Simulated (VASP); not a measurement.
Write the native input for VASP 6.6.1 that does the following.

| Quantity | Value |
| --- | --- |
| Task | relaxation of cell and atoms |
| Functional | PBE |
| Dispersion | TS |
| Potentials or basis | VASP PAW PBE potentials, release 64 (Zn, S) |
| Cutoff | 600 eV |
| k mesh | 9 × 9 × 9 |
| Occupations | fermi-dirac, width 0.05 eV |
| Spin | no spin polarisation |
| Further INCAR settings | ALGO = Normal; EDIFF = 1e-06; IBRION = 2; EDIFFG = -0.005; NSW = 40; ISIF = 3 |

The structure of ZnS lies in POSCAR:

```
ZnS
1.0
    0.0000000000      2.7020000000      2.7020000000
    2.7020000000      0.0000000000      2.7020000000
    2.7020000000      2.7020000000      0.0000000000
Zn S
1 1
Direct
    0.7500000000      0.7500000000      0.7500000000
    0.0000000000      0.0000000000      0.0000000000
```

The input as run:

INCAR

```
  PREC = Accurate
  ENCUT = 600
  EDIFF = 1E-6
  ISMEAR = -1
  SIGMA = 0.05
  LREAL = F
  LASPH = T
  NELM = 100
  ALGO = Normal
  ISIF = 3
  LWAVE = F
  LCHARG = F
  GGA = PE
  IVDW = 2
  IBRION = 2
  NSW = 40
  EDIFFG = -0.005
```

KPOINTS

```
Automatic mesh
0
Gamma
  9 9 9
```

Potentials or basis: VASP PAW PBE potentials, release 64 (Zn, S).

Launch:

```console
$ cat potpaw_PBE.64/Zn/POTCAR potpaw_PBE.64/S/POTCAR > POTCAR
$ mpirun -np 1 vasp_std > vasp.out
```

It gave:

```json
{"Relaxed volume": "19.93 Å³/atom", "Relaxed cell": "a = 3.834 Å, b = 3.834 Å, c = 3.834 Å, α = 60.00°, β = 60.00°, γ = 60.00°", "Space group after relaxing (to 0.05 Å)": "F-43m (No. 216)", "Energy gained by relaxing": "0.5 meV/atom", "Ionic steps": "4", "Pressure after relaxing": "0.0 GPa", "Band gap on the k mesh": "2.07 eV, direct", "Hirshfeld charges": "Zn +0.23; S -0.23 e", "Dispersion energy per atom": "-0.244 eV"}
```

It took 51 s on 1 thread of Intel(R) Xeon(R) Platinum 8488C (Sapphire Rapids), with other jobs on the host, peak memory 0.19 GiB.
